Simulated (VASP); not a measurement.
Here is a VASP 6.6.1 calculation.

The input INCAR:

```
SYSTEM = NiO
PREC = Accurate
ENCUT = 520
EDIFF = 1E-7
ISMEAR = 0
SIGMA = 0.015
LREAL = .False.
LASPH = .True.
NELM = 120
ALGO = Normal
ISIF = 2
LWAVE = .False.
LCHARG = .True.
ISPIN = 2
MAGMOM = 1 0
LORBIT = 11
LMAXMIX = 4
GGA = PE
LELF = .True.
LVHAR = .True.
NBANDS = 19
```

KPOINTS

```
Automatic mesh
0
Gamma
  11 11 11
  0 0 0
```

The input POSCAR:

```
NiO
1.0
    0.0000000000      2.0859016414      2.0859016414
    2.0859016414      0.0000000000      2.0859016414
    2.0859016414      2.0859016414      0.0000000000
Ni O
1 1
Direct
    0.0000000000      0.0000000000      0.0000000000
    0.5000000000      0.5000000000      0.5000000000
```

Potentials or basis: VASP PAW PBE potentials, release 64 (Ni, O).

The run is started by

```sh
$ cat potpaw_PBE.64/Ni/POTCAR potpaw_PBE.64/O/POTCAR > POTCAR
$ mpirun -np 1 vasp_std > vasp.out
```

Task: What does it give for the net moment?

Result: 1.78 μB per cell.

Task: Estimate the band gap on the k mesh.

Result: None (metal or under the smearing width).

Task: What does it give for the pressure?

Result: 6.1 GPa.

Caveat: a cell with one magnetic atom can't hold antiferromagnetic order, which such compounds often take; semilocal functionals often make such compounds metallic where correlation or magnetic order opens a gap, which also shifts bond lengths.

The gap isn't set beside the measured one, since this odd mesh misses points on the zone boundary.
